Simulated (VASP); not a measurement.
# InP in VASP: one cell, several levels of theory

Aim: gap, levels, forces and stress of InP (zincblende), under -2.0 % equal strain in all directions at fixed geometry. Runs: PBE, r2SCAN.

Program: VASP 6.6.1. PAW datasets, plane waves. Calculated at 0 K for a non-magnetic cell.

## 1. The system as given

The cell comes from an earlier relaxation with r2SCAN in another program.

Space group F-43m (No. 216), cubic; a = 5.789 Å in the conventional setting, 24.26 Å³ an atom. In has 4 P at 2.51 Å; P has 4 In at 2.51 Å.

Structure file:

```cif
data_structure
_symmetry_space_group_name_H-M 'P 1'
_symmetry_Int_Tables_number 1
_cell_length_a 4.0937
_cell_length_b 4.0937
_cell_length_c 4.0937
_cell_angle_alpha 60.000
_cell_angle_beta 60.000
_cell_angle_gamma 60.000
_cell_volume 48.51
loop_
_atom_site_label
_atom_site_type_symbol
_atom_site_fract_x
_atom_site_fract_y
_atom_site_fract_z
_atom_site_occupancy
In1 In 0.00000 0.00000 0.00000 1
P1 P 0.25000 0.25000 0.25000 1
```

## 2. Single point with PBE

Input file INCAR:

```
ENCUT = 520.000000
SIGMA = 0.020000
EDIFF = 1.00e-07
GGA = PE
PREC = Accurate
IBRION = -1
ISIF = 2
ISMEAR = -1
NBANDS = 16
NELM = 120
NSW = 0
LASPH = .TRUE.
LCHARG = .TRUE.
LELF = .TRUE.
LWAVE = .FALSE.
LREAL = .FALSE.
```

Input file KPOINTS:

```
KPOINTS created by Atomic Simulation Environment
0
Gamma
8 8 8
0 0 0
```

Input file KPOINTS_OPT:

```
special points
6
Reciprocal
0.0000000000 0.0000000000 0.0000000000 1
-0.5000000000 -0.5000000000 0.0000000000 1
-0.3750000000 -0.3750000000 0.2500000000 1
-0.3750000000 0.0000000000 0.3750000000 1
0.0000000000 0.0000000000 0.5000000000 1
-0.5000000000 -0.2500000000 0.2500000000 1
```

Input file POSCAR:

```
In P
 1.0000000000000000
     0.0000000000000000    2.8947118821000002    2.8947118821000002
     2.8947118821000002    0.0000000000000000    2.8947118821000002
     2.8947118821000002    2.8947118821000002    0.0000000000000000
 In  P
   1   1
Cartesian
  0.0000000000000000  0.0000000000000000  0.0000000000000000
  1.4473559410500001  1.4473559410500001  1.4473559410500001
```

The run uses the recommended PBE PAW datasets (18 valence electrons a neutral cell).

Run with:

```console
$ mpirun -np 1 vasp_std
```

Standard output, without the iteration lines:

```text
POSCAR found type information on POSCAR InP
 POSCAR found :  2 types and       2 ions
 LDA part: xc-table for (Slater+PW92), standard interpolation
 POSCAR, INCAR and KPOINTS ok, starting setup
 FFT: planning ... GRIDC
 FFT: planning ... GRID_SOFT
 FFT: planning ... GRID
 WAVECAR not read
 entering main loop
 Start KPOINTS_OPT (optional k-point list driver)
k-point batch [1-6\6]
```

OSZICAR:

```text
N       E                     dE             d eps       ncg     rms          rms(c)
DAV:   1     0.112548090576E+03    0.11255E+03   -0.82951E+03   928   0.124E+03
DAV:   2    -0.142708393221E+01   -0.11398E+03   -0.10988E+03  1048   0.298E+02
DAV:   3    -0.857475162904E+01   -0.71477E+01   -0.71167E+01  1232   0.734E+01
DAV:   4    -0.875712834237E+01   -0.18238E+00   -0.18233E+00  1136   0.128E+01
DAV:   5    -0.876623042068E+01   -0.91021E-02   -0.91019E-02  1408   0.242E+00    0.604E+00
DAV:   6    -0.835943821921E+01    0.40679E+00   -0.62148E-01  1480   0.134E+01    0.363E+00
DAV:   7    -0.832563837964E+01    0.33800E-01   -0.17544E-01  1368   0.349E+00    0.130E+00
DAV:   8    -0.832581770713E+01   -0.17933E-03   -0.17441E-02  1152   0.158E+00    0.381E-01
DAV:   9    -0.832640973641E+01   -0.59203E-03   -0.13476E-03  1160   0.375E-01    0.174E-01
DAV:  10    -0.832656153179E+01   -0.15180E-03   -0.27659E-04  1384   0.250E-01    0.108E-01
DAV:  11    -0.832663679906E+01   -0.75267E-04   -0.14090E-04  1088   0.113E-01    0.521E-02
DAV:  12    -0.832663611307E+01    0.68599E-06   -0.92679E-06  1040   0.260E-02    0.127E-02
DAV:  13    -0.832663649547E+01   -0.38240E-06   -0.18310E-06  1160   0.666E-03    0.907E-03
DAV:  14    -0.832663657270E+01   -0.77230E-07   -0.17795E-07  1240   0.440E-03
   1 F= -.83266366E+01 E0= -.83266366E+01  d E =-.199486E-11
       N       E                     dE             ncg
DAV:   1     0.112752875668E+04   -0.30936E+04      192
DAV:   2     0.452456828671E+03   -0.67507E+03      192
DAV:   3     0.405400968052E+03   -0.47056E+02      272
DAV:   4     0.404193592505E+03   -0.12074E+01      240
DAV:   5     0.404150124797E+03   -0.43468E-01      304
DAV:   6     0.404149430402E+03   -0.69440E-03      240
DAV:   7     0.404149401210E+03   -0.29192E-04      296
DAV:   8     0.404149400923E+03   -0.28762E-06      256
DAV:   9     0.404149400916E+03   -0.62651E-08      232
```

The lines after F= are the extra pass for the points of KPOINTS_OPT, at fixed density; their E is not a total energy.

Parts of OUTCAR:

```text
k-points           NKPTS =     29   k-points in BZ     NKDIM =     29   number of bands    NBANDS=     16

   NELECT =      18.0000    total number of electrons

   dimension x,y,z NGX =    30 NGY =   30 NGZ =   30
   dimension x,y,z NGXF=    60 NGYF=   60 NGZF=   60

  energy-cutoff  :      520.00
  volume of cell :       48.51
      direct lattice vectors                 reciprocal lattice vectors
     0.000000000  2.894711882  2.894711882    -0.172728762  0.172728762  0.172728762
     2.894711882  0.000000000  2.894711882     0.172728762 -0.172728762  0.172728762
     2.894711882  2.894711882  0.000000000     0.172728762  0.172728762 -0.172728762

 k-points in reciprocal lattice and weights: KPOINTS created by Atomic Simulation Env
   0.00000000  0.00000000  0.00000000       0.002
   0.12500000  0.00000000  0.00000000       0.016
   0.25000000  0.00000000  0.00000000       0.016
   0.37500000  0.00000000  0.00000000       0.016
   0.50000000  0.00000000  0.00000000       0.008
   0.12500000  0.12500000  0.00000000       0.012
   0.25000000  0.12500000  0.00000000       0.047
   0.37500000  0.12500000  0.00000000       0.047
[... 21 more k-points ...]

 E-fermi :   6.0373

 k-point     1 :       0.0000    0.0000    0.0000
  band No.  band energies     occupation
      1      -8.6641      2.00000
      2      -8.6641      2.00000
      3      -8.6641      2.00000
      4      -8.4925      2.00000
      5      -8.4925      2.00000
      6      -6.1747      2.00000
      7       5.6023      2.00000
      8       5.6023      2.00000
      9       5.6023      2.00000
     10       6.5148      0.00000
     11       9.6901      0.00000
     12       9.6901      0.00000
     13       9.6901      0.00000
     14      14.3577      0.00000
     15      15.1086      0.00000
     16      15.1086      0.00000

 k-point     2 :       0.1250    0.0000    0.0000
  band No.  band energies     occupation
      1      -8.6866      2.00000
      2      -8.6556      2.00000
      3      -8.6556      2.00000
      4      -8.4925      2.00000
      5      -8.4925      2.00000
      6      -5.9851      2.00000
      7       4.0661      2.00000
      8       5.4041      2.00000
      9       5.4041      2.00000
     10       7.4052      0.00000
     11       9.8767      0.00000
     12       9.9809      0.00000
     13       9.9809      0.00000
     14      14.4475      0.00000
     15      14.4475      0.00000
     16      15.1330      0.00000

 k-point     3 :       0.2500    0.0000    0.0000
  band No.  band energies     occupation
      1      -8.7372      2.00000
      2      -8.6377      2.00000
      3      -8.6377      2.00000
      4      -8.4896      2.00000
      5      -8.4896      2.00000
      6      -5.4552      2.00000
      7       2.0880      2.00000
      8       5.0114      2.00000
      9       5.0114      2.00000
     10       7.5033      0.00000
     11      10.4158      0.00000
     12      10.4158      0.00000
     13      11.0275      0.00000
     14      14.2226      0.00000
     15      14.2226      0.00000
     16      14.8203      0.00000

 k-point     4 :       0.3750    0.0000    0.0000
  band No.  band energies     occupation
      1      -8.7837      2.00000
      2      -8.6242      2.00000
      3      -8.6242      2.00000
      4      -8.4819      2.00000
      5      -8.4819      2.00000
      6      -4.7397      2.00000
      7       0.4173      2.00000
      8       4.6930      2.00000
      9       4.6930      2.00000
     10       7.2846      0.00000
     11      10.4695      0.00000
     12      10.4695      0.00000
     13      12.3714      0.00000
     14      14.6537      0.00000
     15      15.1892      0.00000
     16      15.1892      0.00000

 k-point     5 :       0.5000    0.0000    0.0000
  band No.  band energies     occupation
      1      -8.8022      2.00000
      2      -8.6201      2.00000
      3      -8.6201      2.00000
      4      -8.4770      2.00000
      5      -8.4770      2.00000
      6      -4.3241      2.00000
      7      -0.3290      2.00000
      8       4.5755      2.00000
      9       4.5755      2.00000
     10       7.1910      0.00000
     11      10.4140      0.00000
     12      10.4140      0.00000
     13      12.7729      0.00000
     14      15.2571      0.00000
     15      16.3317      0.00000
     16      16.3317      0.00000

 k-point     6 :       0.1250    0.1250    0.0000
  band No.  band energies     occupation
      1      -8.7023      2.00000
      2      -8.6474      2.00000
      3      -8.6474      2.00000
      4      -8.4996      2.00000
      5      -8.4867      2.00000
      6      -5.9229      2.00000
      7       4.0891      2.00000
      8       5.0526      2.00000
      9       5.0526      2.00000
     10       7.9514      0.00000
     11       9.0364      0.00000
     12      10.4577      0.00000
     13      10.4577      0.00000
     14      13.4229      0.00000
     15      15.2464      0.00000
     16      15.5862      0.00000

 k-point     7 :       0.2500    0.1250    0.0000
  band No.  band energies     occupation
      1      -8.7430      2.00000
      2      -8.6320      2.00000
      3      -8.6284      2.00000
      4      -8.5046      2.00000
      5      -8.4809      2.00000
      6      -5.5068      2.00000
      7       2.5975      2.00000
      8       4.6095      2.00000
      9       4.6396      2.00000
     10       8.3361      0.00000
     11       9.1953      0.00000
     12      11.0075      0.00000
     13      11.0813      0.00000
     14      13.1865      0.00000
     15      15.1198      0.00000
     16      16.1462      0.00000

 k-point     8 :       0.3750    0.1250    0.0000
  band No.  band energies     occupation
      1      -8.7837      2.00000
      2      -8.6204      2.00000
      3      -8.6129      2.00000
      4      -8.5006      2.00000
      5      -8.4750      2.00000
      6      -4.8385      2.00000
      7       0.9280      2.00000
      8       4.1255      2.00000
      9       4.3275      2.00000
     10       8.1500      0.00000
     11       9.9091      0.00000
     12      11.1984      0.00000
     13      11.4805      0.00000
     14      14.3267      0.00000
     15      15.7288      0.00000
     16      15.7483      0.00000

[... the tables of k-points 9 to 29 left out ...]

  Total        1.8936370      1.8936370      1.8936370      0.0000000     -0.0000000      0.0000000
  in kB       62.5404902     62.5404902     62.5404902      0.0000000     -0.0000000      0.0000000
  external PRESSURE =      62.5404902 kB  Pullay stress =       0.0000000 kB

 POSITION                                       TOTAL-FORCE (eV/Angst)
 -----------------------------------------------------------------------------------
      0.00000      0.00000      0.00000         0.000000      0.000000      0.000000
      1.44736      1.44736      1.44736        -0.000000     -0.000000     -0.000000
 -----------------------------------------------------------------------------------
    total drift:                               -0.000000     -0.000000     -0.000000

  FREE ENERGIE OF THE ION-ELECTRON SYSTEM (eV)
  ---------------------------------------------------
  free  energy   TOTEN  =        -8.3266365727 eV

  energy  without entropy=       -8.3266365727  energy(sigma->0) =       -8.32663657
```

Run time: 30 s. Hardware: 1 MPI rank of Intel Xeon Platinum 8488C, shared host; peak memory 0.19 GiB.

The levels at the points of KPOINTS_OPT are read from vasprun.xml.

Levels at the named points, in eV from the top of band v (v: the last filled band by count, c: the next):

```tsv
point	v−1	v	c	c+1
Γ	0.00	0.00	0.91	4.09
X	-2.45	-2.45	1.70	2.26
U	-3.48	-2.05	2.34	4.46
K	-3.48	-2.05	2.34	4.46
L	-1.03	-1.03	1.59	4.81
W	-3.11	-3.08	4.29	4.53
```

PBE gives a direct gap of 0.91 eV at Γ. The pressure is 6.25 GPa; the forces vanish within 0.01 eV/Å.

Axes a, b and c in the maps are those of this run's conventional cell (a, b, c = 5.789, 5.789, 5.789 Å).

Density in a lattice plane of the grid's cell (edges 5.79 and 5.79 Å, at 0.000 of the third edge), which holds In.

Values in e/Å³, 12 rows by 12 columns:
```
 5.41  2.42  0.38  0.12  0.06  0.03  0.02  0.03  0.06  0.12  0.37  2.42
 0.58  0.38  0.21  0.14  0.09  0.06  0.05  0.06  0.09  0.14  0.21  0.37
 0.12  0.12  0.14  0.15  0.14  0.12  0.12  0.12  0.14  0.15  0.14  0.12
 0.05  0.06  0.09  0.14  0.21  0.38  0.58  0.37  0.21  0.14  0.09  0.06
 0.02  0.03  0.06  0.12  0.38  2.42  5.41  2.42  0.37  0.12  0.06  0.03
 0.01  0.02  0.05  0.12  0.58  5.41 11.97  5.41  0.58  0.12  0.05  0.02
 0.02  0.03  0.06  0.12  0.37  2.42  5.41  2.42  0.38  0.12  0.06  0.03
 0.05  0.06  0.09  0.14  0.21  0.37  0.58  0.38  0.21  0.14  0.09  0.06
 0.12  0.12  0.14  0.15  0.14  0.12  0.12  0.12  0.14  0.15  0.14  0.12
 0.58  0.37  0.21  0.14  0.09  0.06  0.05  0.06  0.09  0.14  0.21  0.38
 5.41  2.42  0.37  0.12  0.06  0.03  0.02  0.03  0.06  0.12  0.38  2.42
11.97  5.41  0.58  0.12  0.05  0.02  0.01  0.02  0.05  0.12  0.58  5.41
```
Columns run along the first of these edges and rows up along the second, over one cell in 12 and 12 even steps from the bottom left corner. Atoms in the plane (fractional): In at (0.00, 0.00), In at (0.50, 0.50).

ELF in the same plane.

Ten even steps from ' ' (0.01) to '@' (0.53):
```
    ..++++====::..              ..::====++++..  
..::==**++++++==--..          ..--==++++++**==::
++++++++++####**++--....  ....--++**####++++++++
======++##@@@@%%##++--::::::--++##%%@@@@##++====
----++**%%@@@@@@%%**++------++**%%@@@@@@%%**++--
::::--++##%%@@@@##++==========++##@@@@%%##++--::
  ....--++**####++++++++++++++++++####**++--....
      ..--==++++++**==::..::==**++++++==--..    
        ..::====++++..      ..++++====::..      
        ..::--==++==    --    ==++==--::..      
        ..::====++++..      ..++++====::..      
      ..--==++++++**==::..::==**++++++==--..    
  ....--++**####++++++++++++++++++####**++--....
::::--++##%%@@@@##++==========++##@@@@%%##++--::
----++**%%@@@@@@%%**++------++**%%@@@@@@%%**++--
======++##@@@@%%##++--::::::--++##%%@@@@##++====
++++++++++####**++--....  ....--++**####++++++++
..::==**++++++==--..          ..--==++++++**==::
    ..++++====::..              ..::====++++..  
--    ==++==--::..              ..::--==++==    
```
Columns run along the first of these edges and rows up along the second, over one cell in 24 and 20 even steps from the bottom left corner. Atoms in the plane (fractional): In at (0.00, 0.00), In at (0.50, 0.50).

Both are smooth fields of the valence electrons: close to the nuclei they are not physical.

Maxima of ELF outside the ion cores: 0.89 on the P–In line, 0.9 Å from P.

[end of part 1 of 2]
